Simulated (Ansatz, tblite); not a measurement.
# SnSe₂ with GFN1-xTB from a Python script

These are simulated results from tblite 0.8.0, not measurements. The cell was built from a prototype and was relaxed with r2SCAN in plane waves (Ansatz 0.2.0). It may be hypothetical. It is a single sheet, repeated along a and b, with vacuum along c. All runs are without spin polarisation.

In-plane lattice: a = 3.760 Å, b = 3.760 Å, γ = 120.0°; thickness between the outer nuclei 3.41 Å. Sn is surrounded by 6 Se at 2.76 Å; Se is surrounded by 3 Sn at 2.76 Å.

tblite solves periodic systems at the zone centre alone, so the script builds a cluster of 3×3×1 conventional cells (27 atoms), which folds in a coarse mesh of k points.

The script, run.py:

```python
import json
from ase import Atoms
from ase.build import make_supercell
from ase.units import Bohr, GPa, Hartree
from tblite.interface import Calculator

atoms = Atoms(['Sn', 'Se', 'Se'],
              cell=[[3.75990586, 0.0, 0.0], [-1.87995293, 3.25617399, 0.0], [0.0, 0.0, 30.53191784]],
              scaled_positions=[[0.333333333, 0.666666667, 0.294773491], [0.666666667, 0.333333333, 0.350599631], [0.666666667, 0.333333333, 0.23894735]],
              pbc=True)
cluster = make_supercell(atoms, [[3, 0, 0], [0, 3, 0], [0, 0, 1]])
calc = Calculator('GFN1-xTB', cluster.numbers, cluster.positions / Bohr, lattice=cluster.cell[:] / Bohr, periodic=cluster.pbc)
calc.set('temperature', 0.02 / Hartree)
calc.set('max-iter', 150)
res = calc.singlepoint()
levels = res.get('orbital-energies') * Hartree
nv = round(res.get('orbital-occupations').sum() / 2)
cells = len(cluster) // len(atoms)
out = {'energy_per_cell': res.get('energy') * Hartree / cells, 'homo': levels[nv - 1], 'lumo': levels[nv],
       'stress': (-res.get('virial') * Hartree / cluster.get_volume() / GPa).tolist(), 'charges': res.get('charges')[:len(atoms)].tolist(), 'electrons': 2 * nv / cells}
json.dump(out, open('results.json', 'w'))
for key, value in out.items():
    print(key, value)
```

Command: `python run.py`. It took 0.77 s on 1 thread of Arm Neoverse V2, on a shared host, peak memory 0.1 GiB.

What it printed:

```
------------------------------------------------------------
  cycle        total energy    energy error   density error
------------------------------------------------------------
      1     -83.85136891476  -8.3736881E+01   1.8989505E-01
      2     -83.85174135032  -3.7243556E-04   1.0904020E-01
      3     -83.85077842474   9.6292558E-04   1.5341858E-02
      4     -83.85195494017  -1.1765154E-03   7.2445099E-04
      5     -83.85195713445  -2.1942821E-06   1.7427575E-04
      6     -83.85195606456   1.0698919E-06   1.9693509E-04
      7     -83.85195715866  -1.0941015E-06   1.3022974E-06
      8     -83.85195715865   7.8301809E-12   1.5761578E-06
------------------------------------------------------------

 total:                                   0.253 sec
energy_per_cell -253.52533057142475
homo -9.415469016585435
lumo -8.80599383621641
stress [[-1.037047655839761, -4.823217920751303e-07, 6.465553823000546e-15], [-4.823217921010664e-07, -1.0370482086863002, -6.853187495309698e-15], [6.4364173220001445e-15, -6.8625371843703535e-15, -0.8432799879598102]]
charges [0.07793405117484847, -0.038967789085713446, -0.03896771248391969]
electrons 16.0
```

The cycle table is in hartree for the whole cluster, and the lines after it are in eV (the energy for one cell). The printed stress is in GPa and positive in compression, and the pressure is its mean diagonal, here averaged over the vacuum too.

GFN1-xTB gives a gap of 0.61 eV. On the same cell, plane-wave PBE (Ansatz, 12×12×1 k points and the special points) gives a gap of 0.06 eV and r2SCAN a gap of 0.29 eV; on shared hosts these took about 18 and 43 core-seconds on the 3-atom cell, against 0.77 for the script. Spin-orbit coupling, left out in all these runs, can cut or reorder the gap by tenths of an eV, up to about 1 eV with Pb or Bi. xTB was fitted to molecules, so gaps, charges and pressures of solids can be far off, and the gap also depends on the size of the cluster.

xTB was fitted mostly to molecules, and a small cluster samples few k points, so gaps, pressures and kinks along a curve can be far from a solid's.

No spin-orbit coupling is included; it can move band edges with weight on the heavy atoms by tenths of an eV.
